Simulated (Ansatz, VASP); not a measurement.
# SnGe31 (random alloy of the diamond Ge-Sn line, x = 0.0312): VASP beside Ansatz

One calculation is typed for both programs; each brings its own data sets. How far apart do they land? Of the first pair: The structure shown is the start of the Ansatz relaxation below; VASP solves that cell, so the two are compared at the walk's first step.

Program: Ansatz 0.2.0. Level of theory: plane waves, with VASP 6.6.1 beside it; RPBE. Results are calculated unless marked as measured.

### 1. The starting structure

The cell holds 64 atoms: 62 Ge and 2 Sn. Its edges and angles: a = 11.575 Å, b = 11.575 Å, c = 11.575 Å, α = 90.0°, β = 90.0°, γ = 90.0°. It derives from Ge (diamond Ge-Sn), repeated 2×2×2. Diamond Ge-Sn: 64 atoms, 2 of 64 Ge sites given to Sn at random, cell and internal coordinates interpolated linearly between the end members (Vegard's rule); (so at first; earlier steps may have moved the atoms), displaced by a Gaussian of 0.02 A. Lattice constants are starting values near those of PBE.

### 2. Ansatz: relaxation, RPBE

Ansatz runs on its default PAW (the set named soft_2) files.

The two programs are compared at the cell with which this relaxation starts, whose forces are those of its first step.

Input file input.yaml:

```yaml
crystal:
  lattice:
    - [11.57518, 0.0, 0.0]
    - [0.0, 11.57518, 0.0]
    - [0.0, 0.0, 11.57518]
  atoms:
    - { symbol: Ge, position: [0.00281, 0.99894, 0.99909] }
    - { symbol: Ge, position: [0.12315, 0.1265, 0.12102] }
    - { symbol: Ge, position: [0.00301, 0.24868, 0.25055] }
    - { symbol: Ge, position: [0.12457, 0.37753, 0.37144] }
    - { symbol: Ge, position: [0.24944, 0.99934, 0.25196] }
    - { symbol: Ge, position: [0.3731, 0.1247, 0.37348] }
    - { symbol: Ge, position: [0.25007, 0.25101, 0.9981] }
    - { symbol: Ge, position: [0.37698, 0.37656, 0.12587] }
    - { symbol: Ge, position: [0.00156, 0.99882, 0.49979] }
    - { symbol: Ge, position: [0.12338, 0.12454, 0.62592] }
    - { symbol: Ge, position: [0.9988, 0.24931, 0.74881] }
    - { symbol: Ge, position: [0.12354, 0.37384, 0.87498] }
    - { symbol: Ge, position: [0.24807, 0.00041, 0.75287] }
    - { symbol: Ge, position: [0.37628, 0.12467, 0.87347] }
    - { symbol: Ge, position: [0.24871, 0.25292, 0.50009] }
    - { symbol: Ge, position: [0.3739, 0.37533, 0.62863] }
    - { symbol: Ge, position: [0.00021, 0.50107, 0.00052] }
    - { symbol: Ge, position: [0.12439, 0.62303, 0.1244] }
    - { symbol: Sn, position: [0.99964, 0.75101, 0.25145] }
    - { symbol: Ge, position: [0.12661, 0.87549, 0.37653] }
    - { symbol: Ge, position: [0.2487, 0.50216, 0.25089] }
    - { symbol: Ge, position: [0.37448, 0.62584, 0.37487] }
    - { symbol: Ge, position: [0.25196, 0.75263, 0.00378] }
    - { symbol: Ge, position: [0.37259, 0.8725, 0.12413] }
    - { symbol: Ge, position: [0.00028, 0.50151, 0.50055] }
    - { symbol: Ge, position: [0.12151, 0.62447, 0.62643] }
    - { symbol: Ge, position: [0.0004, 0.75132, 0.74962] }
    - { symbol: Ge, position: [0.12465, 0.87532, 0.87571] }
    - { symbol: Ge, position: [0.25034, 0.50021, 0.74884] }
    - { symbol: Ge, position: [0.37565, 0.62521, 0.87695] }
    - { symbol: Ge, position: [0.25207, 0.75032, 0.49935] }
    - { symbol: Ge, position: [0.3739, 0.87573, 0.62513] }
    - { symbol: Ge, position: [0.49941, 8.0e-05, 0.99893] }
    - { symbol: Ge, position: [0.62621, 0.12423, 0.12712] }
    - { symbol: Ge, position: [0.5007, 0.25103, 0.24811] }
    - { symbol: Ge, position: [0.62529, 0.37628, 0.37335] }
    - { symbol: Ge, position: [0.74954, 6.0e-05, 0.24763] }
    - { symbol: Ge, position: [0.87554, 0.12646, 0.37351] }
    - { symbol: Ge, position: [0.75061, 0.24773, 0.99993] }
    - { symbol: Ge, position: [0.87221, 0.37694, 0.12571] }
    - { symbol: Ge, position: [0.49996, 0.99866, 0.5022] }
    - { symbol: Ge, position: [0.6284, 0.12179, 0.62714] }
    - { symbol: Ge, position: [0.50281, 0.25058, 0.74793] }
    - { symbol: Ge, position: [0.62649, 0.37469, 0.87396] }
    - { symbol: Ge, position: [0.74787, 0.00095, 0.75137] }
    - { symbol: Ge, position: [0.87392, 0.1259, 0.87302] }
    - { symbol: Ge, position: [0.75139, 0.25008, 0.49968] }
    - { symbol: Ge, position: [0.87482, 0.3765, 0.6263] }
    - { symbol: Ge, position: [0.50091, 0.50024, 0.00013] }
    - { symbol: Sn, position: [0.62607, 0.6254, 0.12618] }
    - { symbol: Ge, position: [0.49946, 0.74579, 0.25179] }
    - { symbol: Ge, position: [0.62878, 0.87576, 0.37483] }
    - { symbol: Ge, position: [0.74976, 0.49979, 0.25003] }
    - { symbol: Ge, position: [0.87306, 0.62411, 0.37328] }
    - { symbol: Ge, position: [0.75043, 0.74949, 0.00086] }
    - { symbol: Ge, position: [0.8747, 0.8767, 0.12537] }
    - { symbol: Ge, position: [0.50379, 0.49672, 0.49888] }
    - { symbol: Ge, position: [0.62656, 0.62937, 0.62457] }
    - { symbol: Ge, position: [0.50008, 0.74961, 0.7523] }
    - { symbol: Ge, position: [0.6245, 0.87618, 0.87445] }
    - { symbol: Ge, position: [0.7478, 0.50054, 0.75087] }
    - { symbol: Ge, position: [0.87723, 0.62481, 0.87393] }
    - { symbol: Ge, position: [0.75097, 0.75042, 0.50048] }
    - { symbol: Ge, position: [0.87487, 0.877, 0.62564] }
kpoints:
  mp_grid: { grid: [1, 1, 1] }
hamiltonian:
  xc: rpbe
scf:
  occupations: { method: fermi_dirac, width: 0.025 }
output:
  forces: true
relax:
  f_tol: 0.05
  max_steps: 150
  cell: {}
```

Started as:

```console
> ansatz run input.yaml --threads 4 --pin off --max-ram 8192MiB --backend cpu --events-out ev --progress --plain --runs-dir out
```

Numbers of over 12 decimals in the logs are rounded to 6 here.

Output:

```text
Engine: ansatz 0.2.0, aarch64-unknown-linux-gnu
Pseudopotentials: kind: paw
Pseudopotential: Ge, paw, valence charge 14, recommended cutoff 420 eV (normal), Ge.paw.azcp
Pseudopotential: Sn, paw, valence charge 14, recommended cutoff 420 eV (normal), Sn.paw.azcp
Functional definition: RPBE
  parameter kappa = 0.804
  parameter beta = 0.066725
  exchange = rpbe_x(kappa = kappa, mu = beta*pi^2/3)
  correlation = pbe_c(beta = beta)
Crystal: 64 atoms, lattice volume = 1550.898 Å³
Basis set: ecut = 420 eV, 30551 PW (Γ), exchange–correlation on 160×160×160 points (8 copies of the dense FFT grid, shifted against one another)
Bands: 538, of which v1, the nominal top of the filled ones, is band 448 counted from 1 (447 counted from 0)
Symmetry: 1 space group operations
Space group: P1 (ITA 1), of the structure as read, at distance tolerance 1.2e-4 Å
k-points: 1
Non-local potential: Ge, projectors of the file, l = 0: 2, l = 1: 2, l = 2: 3, l = 3: 1
Non-local potential: Sn, projectors of the file, l = 0: 2, l = 1: 2, l = 2: 2, l = 3: 2
PAW form: soft (Blöchl's): semilocal exchange-correlation on the pseudo side does not see the compensation charge
PAW frozen core: Ge, regenerated for the run's functional, and the local potential with it (the file was generated under x = pbe(κ = 0.804, μ = 0.219515), c = pbe(β = 0.066725))
PAW frozen core: Sn, regenerated for the run's functional, and the local potential with it (the file was generated under x = pbe(κ = 0.804, μ = 0.219515), c = pbe(β = 0.066725))
PAW one-centre angular grid: Ge, 590 points (default); XC on 64 Gauss nodes
PAW one-centre angular grid: Sn, 590 points (default); XC on 64 Gauss nodes
Initial density: superposition of atomic densities (neutral atoms: chi_scale 0, normalization atom), corrected by the library's trained network
Initial wavefunctions: pseudopotential atomic-orbital guess
Functional: x = rpbe, c = pbe(β = 0.066725)
SCF iter   1: F=—  HF=-278700.216704 eV  |F-HF|=—  |Δ(HF+E_count)|=         —  Δρ=2.18e-3  dr2=9.11e-2  ethr=1.77e-3  ⟨swp⟩=6.0  Hψ=1928  notcnv=0
preconditioner: auto → LDOS  [metal: Δε(μ)=0.023 eV  Ē_g=22.274 eV  σ=0.025 eV  W_gap=0.23  n_scr=436 (ndim 8)  ℏωp=28.2 eV  f_vac=0.092  D(μ)=77.67/eV (n_scr^D=738)  β→1.0]
SCF iter   2: F=—  HF=-278700.250786 eV  |F-HF|=—  |Δ(HF+E_count)|=   3.41e-2  Δρ=2.74e-3  dr2=8.00e-2  ethr=1.02e-5  ⟨swp⟩=2.0  Hψ=1084  notcnv=0  defer=73
SCF iter   3: F=—  HF=-278700.171781 eV  |F-HF|=—  |Δ(HF+E_count)|=   7.90e-2  Δρ=3.76e-4  dr2=7.27e-3  ethr=8.93e-6  ⟨swp⟩=2.0  Hψ=930  notcnv=0  defer=73
SCF iter   4: F=—  HF=-278700.172349 eV  |F-HF|=—  |Δ(HF+E_count)|=   5.67e-4  Δρ=2.64e-4  dr2=2.96e-3  ethr=8.12e-7  ⟨swp⟩=3.0  Hψ=1059  notcnv=0  defer=73
SCF iter   5: F=—  HF=-278700.172046 eV  |F-HF|=—  |Δ(HF+E_count)|=   3.03e-4  Δρ=1.40e-4  dr2=8.30e-4  ethr=3.30e-7  ⟨swp⟩=2.0  Hψ=915  notcnv=0  defer=73
SCF iter   6: F=—  HF=-278700.171894 eV  |F-HF|=—  |Δ(HF+E_count)|=   1.52e-4  Δρ=6.03e-5  dr2=2.49e-4  ethr=9.27e-8  ⟨swp⟩=2.0  Hψ=916  notcnv=0  defer=73
SCF iter   7: F=—  HF=-278700.171878 eV  |F-HF|=—  |Δ(HF+E_count)|=   1.60e-5  Δρ=3.41e-5  dr2=7.67e-5  ethr=2.77e-8  ⟨swp⟩=2.0  Hψ=605  notcnv=0  defer=73
SCF iter   8: F=—  HF=-278700.174559 eV  |F-HF|=—  |Δ(HF+E_count)|=   2.68e-3  Δρ=1.40e-5  dr2=1.51e-5  ethr=8.56e-9  ⟨swp⟩=3.0  Hψ=1060  notcnv=0  defer=73
SCF iter   9: F=—  HF=-278700.174560 eV  |F-HF|=—  |Δ(HF+E_count)|=   1.09e-6  Δρ=9.39e-6  dr2=6.23e-6  ethr=1.68e-9  ⟨swp⟩=2.0  Hψ=914  notcnv=0  defer=73
SCF iter  10: F=—  HF=-278700.174560 eV  |F-HF|=—  |Δ(HF+E_count)|=   4.40e-7  Δρ=4.55e-6  dr2=2.08e-6  ethr=6.95e-10  ⟨swp⟩=3.0  Hψ=1059  notcnv=0  defer=73
SCF iter  11: F=—  HF=-278700.174560 eV  |F-HF|=—  |Δ(HF+E_count)|=   1.65e-7  Δρ=2.69e-6  dr2=7.74e-7  ethr=2.32e-10  ⟨swp⟩=2.0  Hψ=555  notcnv=0  defer=73
SCF iter  12: F=—  HF=-278700.174560 eV  |F-HF|=—  |Δ(HF+E_count)|=   1.07e-8  Δρ=1.86e-6  dr2=2.78e-7  ethr=8.64e-11  ⟨swp⟩=2.0  Hψ=608  notcnv=0  defer=73
SCF iter  13: F=-278700.174560 eV  HF=-278700.174560 eV  |F-HF|=8.15e-8  |Δ(HF+E_count)|=   2.47e-8  Δρ=9.91e-7  dr2=9.63e-8  ethr=1.12e-11  ⟨swp⟩=4.0  Hψ=1528  notcnv=0
SCF 1 converged in 13 iterations: F = -278700.174560 eV  dr2 = 9.63e-8
  greatest PAW one-centre occupation: 0.998 electrons in one spin orbital (limit 2), on the Ge atom at site 50 (counted from 0), in its partial waves of l = 2
relax step   1: F+E_penalty+E_count = -278700.17455954 eV  Δ(F+E_penalty+E_count) = +0.000e0 eV  max|allowed force component| = 1.317e0 eV/Å  Δτ_max = 0.0000 Å  P = +3.806 GPa  Ω = 1550.898 Å³  (13 SCF iters, dr2 threshold 1.00e-7 eV, accepted)
Crystal: 64 atoms, lattice volume = 1647.955 Å³
Basis set: ecut = 420 eV, 32225 PW (Γ), exchange–correlation on 160×160×160 points (8 copies of the dense FFT grid, shifted against one another)
Initial density: handed on by an earlier stage of this run
[...]
atom  12  Ge     0.00615103     0.00234847    -0.00004320
  atom  13  Ge    -0.00496026    -0.00294551     0.00058365
  atom  14  Ge     0.00504862     0.00189996    -0.00003832
  atom  15  Ge    -0.00554446    -0.00241488     0.00023653
  atom  16  Ge     0.00520679     0.00219693    -0.00069586
  atom  17  Ge    -0.00588606    -0.00068312     0.00051796
  atom  18  Ge     0.00767501    -0.00088654    -0.00153897
  atom  19  Sn    -0.00440366     0.00026410    -0.00040054
  atom  20  Ge     0.00642261     0.00469069     0.00127967
  atom  21  Ge    -0.00593936    -0.00267403     0.00181027
  atom  22  Ge     0.00462628     0.00291071    -0.00153598
  atom  23  Ge    -0.00365678    -0.00047908     0.00270839
  atom  24  Ge     0.00300088    -0.00003795    -0.00447031
  atom  25  Ge    -0.00544320    -0.00225617     0.00145030
  atom  26  Ge     0.00518634     0.00249930    -0.00063730
  atom  27  Ge    -0.00512985    -0.00219343    -0.00011876
  atom  28  Ge     0.00380429     0.00329216    -0.00034566
  atom  29  Ge    -0.00486701    -0.00301255    -0.00157370
  atom  30  Ge     0.00540204     0.00241961    -0.00075503
  atom  31  Ge    -0.00445065    -0.00261776     0.00037860
  atom  32  Ge     0.00544125     0.00206015    -0.00016371
  atom  33  Ge    -0.00409417    -0.00082990    -0.00032177
  atom  34  Ge     0.00599939     0.00114830     0.00120054
  atom  35  Ge    -0.00447576    -0.00185086     0.00021062
[...]
atom  57  Ge    -0.00391785    -0.00212343    -0.00043570
  atom  58  Ge     0.00522710     0.00177051     0.00029556
  atom  59  Ge    -0.00488623    -0.00235983     0.00076065
  atom  60  Ge     0.00497940     0.00345707    -0.00077246
  atom  61  Ge    -0.00454783    -0.00272684     0.00166069
  atom  62  Ge     0.00459336     0.00169160    -0.00068398
  atom  63  Ge    -0.00606060    -0.00227878     0.00116112
  atom  64  Ge     0.00566372     0.00139762    -0.00243484
  max |Σ_I F_I| component: 4.34e-7 eV/Å
--- Stress (GPa, compression-positive) ---
        0.012615      -0.003564      -0.003271
       -0.003564      -0.000351      -0.002529
       -0.003271      -0.002529       0.012238
  P = ⅓ Tr σ = 0.0082 GPa (0.082 kbar)
--- Relaxed structure (7 steps of the walk, 5 accepted, 1 SCFs on fresh bases) ---
  F+E_penalty+E_count = -278702.64749602 eV   max|allowed force component| = 7.737e-3 eV/Å   (the final SCF, on the basis selected at the relaxed cell)
  cell:  # Å, volume = 1648.4140 Å³
    - [11.757662, 0.056714, -0.133390]
    - [0.056714, 11.809513, 0.165450]
    - [-0.133390, 0.165450, 11.875835]
  atoms:
    - { symbol: Ge, position: [0.00309322, 1.001270, 0.998177] }
    - { symbol: Ge, position: [0.122829, 0.127119, 0.124800] }
    - { symbol: Ge, position: [0.00331992, 0.247620, 0.250801] }
    - { symbol: Ge, position: [0.123086, 0.376762, 0.374313] }
    - { symbol: Ge, position: [0.252863, 1.001256, 0.250472] }
    - { symbol: Ge, position: [0.373686, 0.127813, 0.375132] }
    - { symbol: Ge, position: [0.251612, 0.247655, 1.000011] }
    - { symbol: Ge, position: [0.372359, 0.374253, 0.124681] }
    - { symbol: Ge, position: [0.0024415, 1.001103, 0.502459] }
    - { symbol: Ge, position: [0.123410, 0.127921, 0.625837] }
    - { symbol: Ge, position: [1.002556, 0.248594, 0.750440] }
    - { symbol: Ge, position: [0.123224, 0.375643, 0.873811] }
    - { symbol: Ge, position: [0.252205, -0.00107655, 0.750745] }
    - { symbol: Ge, position: [0.373331, 0.126399, 0.874833] }
    - { symbol: Ge, position: [0.251991, 0.249077, 0.500324] }
    - { symbol: Ge, position: [0.373061, 0.376576, 0.624442] }
    - { symbol: Ge, position: [0.00276545, 0.496818, -0.00160026] }
    - { symbol: Ge, position: [0.129109, 0.620500, 0.118448] }
    - { symbol: Sn, position: [1.002344, 0.748236, 0.250428] }
    - { symbol: Ge, position: [0.128711, 0.883364, 0.381415] }
    - { symbol: Ge, position: [0.253966, 0.497187, 0.250339] }
    - { symbol: Ge, position: [0.371184, 0.627199, 0.376534] }
    - { symbol: Ge, position: [0.254126, 0.748252, -0.0013488] }
    - { symbol: Ge, position: [0.371328, 0.878324, 0.124876] }
    - { symbol: Ge, position: [0.00343626, 0.496368, 0.503196] }
[...]
- { symbol: Sn, position: [0.622930, 0.627208, 0.124673] }
[...]
- { symbol: Ge, position: [0.501888, 0.499018, 0.500693] }
    - { symbol: Ge, position: [0.621970, 0.626318, 0.625949] }
    - { symbol: Ge, position: [0.502285, 0.748378, 0.750325] }
    - { symbol: Ge, position: [0.621837, 0.879057, 0.871938] }
    - { symbol: Ge, position: [0.751939, 0.498738, 0.750444] }
    - { symbol: Ge, position: [0.875542, 0.627075, 0.872363] }
    - { symbol: Ge, position: [0.749785, 0.748408, 0.502793] }
    - { symbol: Ge, position: [0.873317, 0.876778, 0.624740] }
```

The column dr2 measures how far the density is from self-consistency, as an energy; F and HF (Harris–Foulkes) agree once it is small.

(Part 1 of 2 ends here.)

[Lines on the potential files, build, host, timing and source positions are cut from VASP's logs without a mark.]

[Logs are printed without paths, hosts, clocks, repeated set-up lines and the standing remarks that a program may print on its own settings, such as how far it seeks lower states.]

[Hosts, paths, dates, database ids (printed as entryN), source tags and the programs' standing remarks are cut or masked in the printed files.]
